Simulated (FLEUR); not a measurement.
# Ge (Fd-3m) in FLEUR: further runs, part 2 of 2

FLEUR MaX-R8.1 (later development tree). Earlier steps stand in the parts before.

**6. Equation of state, r2SCAN, 23.54 Å³/atom (volume scaled by 1.04)**

Input file inp.xml:

```xml
<?xml version="1.0" encoding="UTF-8" standalone="no"?>
<fleurInput fleurInputVersion="0.39">
   <comment>
      Ge                                                                                                  
   </comment>
   <calculationSetup>
      <cutoffs Kmax="4.71" Gmax="14.6" GmaxXC="14.6" numbands="0"/>
      <scfLoop itmax="60" minDistance="0.00001" maxIterBroyd="15" imix="Anderson" alpha="0.05" precondParam="0.0" spinf="2.0" sdNocoIR="T"/>
      <coreElectrons ctail="F" frcor="F" kcrel="0" coretail_lmax="0"/>
      <xcFunctional name="LibXC" relativisticCorrections="F">
         <LibXCName exchange="mgga_x_r2scan" correlation="mgga_c_r2scan"/>
         <AuxGGA exchange="117" correlation="130"/>
      </xcFunctional>
      <magnetism jspins="1"/>
      <soc l_soc="F" theta="0.0" phi="0.0" spav="F"/>
      <expertModes spex="0" secvar="F"/>
      <geometryOptimization l_f="F" forcealpha="1.0" forcemix="BFGS" epsdisp="0.00001" epsforce="0.00001"/>
      <ldaU l_linMix="F" mixParam="0.05" spinf="1.0"/>
   </calculationSetup>
   <cell>
      <bzIntegration valenceElectrons="44.0" mode="hist" fermiSmearingEnergy="0.00183747">
         <kPointListSelection listName="default-1"/>
         <!-- k-points included here -->
         <xi:include xmlns:xi="http://www.w3.org/2001/XInclude" href="kpts.xml"> </xi:include>
      </bzIntegration>
      <!-- symmetry operations included here -->
      <xi:include xmlns:xi="http://www.w3.org/2001/XInclude" href="sym.xml"> </xi:include>
      <bulkLattice scale="1.0131594038">
         <bravaisMatrix>
            <row-1>    0.0000000000000000     5.3458651311421859     5.3458651311421859</row-1>
            <row-2>    5.3458651311421859     0.0000000000000000     5.3458651311421859</row-2>
            <row-3>    5.3458651311421859     5.3458651311421859     0.0000000000000000</row-3>
         </bravaisMatrix>
      </bulkLattice>
   </cell>
   <atomSpecies>
      <species name="Germanium (Ge)" element="Ge" atomicNumber="32">
         <mtSphere radius="2.08" gridPoints="707" logIncrement="0.017"/>
         <atomicCutoffs lmax="9" lnonsphr="7"/>
         <electronConfig flipSpins="F">
            <coreConfig>(1s1/2) (2s1/2) (2p1/2) (2p3/2)</coreConfig>
            <valenceConfig>(3s1/2) (3p1/2) (3p3/2) (4s1/2) (3d3/2) (3d5/2) (4p1/2) (4p3/2)</valenceConfig>
            <stateOccupation state="(4p1/2)" spinUp="0.333333" spinDown="0.333333"/>
            <stateOccupation state="(4p3/2)" spinUp="0.666667" spinDown="0.666667"/>
         </electronConfig>
         <energyParameters s="4" p="4" d="3" f="4"/>
         <lo type="SCLO" l="0" n="3" eDeriv="0"/>
         <lo type="SCLO" l="1" n="3" eDeriv="0"/>
         <lo type="SCLO" l="1" n="3" eDeriv="1"/>
         <lo type="HELO" l="2" n="4" eDeriv="0"/>
         <lo type="HELO" l="2" n="4" eDeriv="1"/>
         <lo type="SCLO" l="3" n="4" eDeriv="2"/>
      </species>
   </atomSpecies>
   <atomGroups>
      <atomGroup species="Germanium (Ge)">
         <relPos label="                   1">-3.000/8.000 -3.000/8.000 -3.000/8.000</relPos>
         <relPos label="                   2">3.000/8.000 3.000/8.000 3.000/8.000</relPos>
         <force calculate="T" relaxXYZ="TTT"/>
      </atomGroup>
   </atomGroups>
   <output dos="F" band="F" slice="F">
      <checks vchk="F" cdinf="F"/>
      <bandDOS minEnergy="-.5*Htr" maxEnergy="0.5*Htr" sigma="0.015" storeEVData="T"/>
      <vacuumDOS vacdos="F" integ="F" star="F" nstars="0" locx1="0.0" locy1="0.0" locx2="0.0" locy2="0.0" nstm="0" tworkf="0.0"/>
      <unfoldingBand unfoldBand="F" supercellX="1" supercellY="1" supercellZ="1"/>
      <plotting iplot="0" polar="F">
         <plot TwoD="T" vec1="  1.0  0.0  0.0" vec2="  0.0  1.0  0.0" vec3="  0.0  0.0  1.0" zero="  0.0  0.0  0.0" file="plot"/>
      </plotting>
      <chargeDensitySlicing numkpt="0" minEigenval="0.0" maxEigenval="0.0" nnne="0" pallst="F"/>
      <specialOutput eonly="F"/>
      <moessbauerParams electricFieldGradient="T" isomerShift="T" coreHyperfine="T" valenceHyperfine="T"/>
      <magneticCircularDichroism mcd="F" energyLo="-10.0" energyUp="0.0"/>
   </output>
  <!-- We include the file relax.xml here to enable relaxations (see documentation) -->
  <xi:include xmlns:xi="http://www.w3.org/2001/XInclude" href="relax.xml"> <xi:fallback/> </xi:include>
</fleurInput>
```

Potentials or basis: all-electron, FLAPW.

On the command line:

```console
inpgen -f crystal.txt -profile fastHighL
# inp.xml edited to the form shown
fleur_MPI
```

It took 63 s on 1 thread of Arm Neoverse V1, shared host; peak memory 0.08 GiB.

Results (log left out):

```
Free energy                                           : -114248.3913 eV
Band gap on the k mesh                                : none (metal or under the smearing width)
Valence electrons inside the program's atomic spheres : Ge 19.74 (radii Ge 2.08 bohr)
```

Caveat: the meta-GGA is that of a development version, with a GGA for the radial functions and cores and without core tails.

**7. Equation of state, r2SCAN, 24.00 Å³/atom (volume scaled by 1.06)**

inp.xml: that of step 6 with these lines changed.

```diff
@@ -27,3 +27,3 @@
       <xi:include xmlns:xi="http://www.w3.org/2001/XInclude" href="sym.xml"> </xi:include>
-      <bulkLattice scale="1.0131594038">
+      <bulkLattice scale="1.0196128224">
          <bravaisMatrix>
```

On the command line:

```console
inpgen -f crystal.txt -profile fastHighL
# inp.xml edited to the form shown
fleur_MPI
```

Run time: 70 s. Hardware: 1 thread of Arm Neoverse V1, shared host; peak memory 0.08 GiB.

It converged, with:

```
Free energy                                           : -114248.3772 eV
Band gap on the k mesh                                : none (metal or under the smearing width)
Valence electrons inside the program's atomic spheres : Ge 19.73 (radii Ge 2.08 bohr)
```

Caveat: the meta-GGA is that of a development version, with a GGA for the radial functions and cores and without core tails.

**8. Equation of state, r2SCAN**

This step only gathers the single runs of the series.

Results:

```yaml
Equilibrium_volume: 22.86 Å³/atom
Bulk_modulus: 71 GPa
```

Energy against volume, from the lowest point:
```csv
volume (Å³/atom),energy (meV/atom)
21.281,27.38
21.733,13.14
22.639,0.00
23.545,3.75
23.997,10.81
```

Caveat: the meta-GGA is that of a development version, with a GGA for the radial functions and cores and without core tails.

**9. Comparison with measurements**

Step 2. Against the measured gap of Ge, 0.744 eV (indirect; 0 K; “Temperature-dependent photoluminescence in Ge: experiment and theory”, 2020, arxiv:2003.00143), the calculated 0.45 eV is off by -0.29 eV. 3 values of this kind are on record (0.666 to 0.807 eV); this one was drawn at random among those near their median. Spin-orbit coupling on Ge is left out. The value is that of r2SCAN, without temperature or zero-point motion.

Step 8. A measured bulk modulus of Ge is 75.8 GPa (quoted in “Sub-monolayer structures of Ag overlayers on Ge(111): experimental observations and first-principles study”, 2019, arxiv:1908.00180); the calculated 71 GPa misses it by -6.6 %. The fit is for a static lattice scaled at fixed shape and fixed fractional positions. The cell as given is a measured one (22.64 Å³/atom); r2SCAN puts the equilibrium volume +1.0 % from it, thermal expansion not counted.
